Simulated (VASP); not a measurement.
Crystal: Te.

```xyz
1
Lattice="2.3059 1.3313 1.6910 -2.3059 1.3313 1.6910 0.0000 -2.6626 1.6910" Properties=species:S:1:pos:R:3 pbc="T T T"
Te    0.0000    0.0000    2.5364
```

This isn't the form of Te at room conditions, which is trigonal, of chains.

| Quantity | Value |
| --- | --- |
| Program | VASP 6.6.1 |
| Task | relaxation of cell and atoms |
| Functional | PBE |
| Potentials or basis | VASP PAW PBE potentials, release 64 (Te) |
| Cutoff | 600 eV |
| k mesh | 9 × 9 × 9 |
| Occupations | fermi-dirac, width 0.05 eV |
| Spin | no spin polarisation |

At the start: pressure 2.6 GPa; volume 31.15 Å³/atom.

Q: Where does the relaxation end?

A: Over 9 steps the energy falls by 15.0 meV/atom and the volume is 32.84 Å³/atom (+5.4 %); space group R-3m (No. 166, to 0.05 Å).

The path:
| step | energy change (eV) | largest force (eV/Å) | pressure (GPa) | volume (Å³) |
| --- | --- | --- | --- | --- |
| 1 | 0.0000 | 0.0000 | 2.58 | 31.15 |
| 2 | -0.0082 | 0.0000 | -1.19 | 33.47 |
| 3 | -0.0114 | 0.0000 | 0.00 | 32.63 |
| 4 | -0.0120 | 0.0000 | 0.00 | 32.66 |
| 5 | -0.0135 | 0.0000 | -0.03 | 32.75 |
| 6 | -0.0149 | 0.0000 | -0.13 | 32.92 |
| 7 | -0.0149 | 0.0000 | -0.14 | 32.94 |
| 8 | -0.0146 | 0.0000 | 0.43 | 32.58 |
| 9 | -0.0150 | 0.0000 | 0.01 | 32.84 |

Final structure:
```yaml
crystal:
  lattice:
    - [2.29578, 1.32547, 1.79871]
    - [-2.29578, 1.32547, 1.79871]
    - [0.00000, -2.65093, 1.79871]
  atoms:
    - { symbol: Te, position: [0.50000, 0.50000, 0.50000] }
```
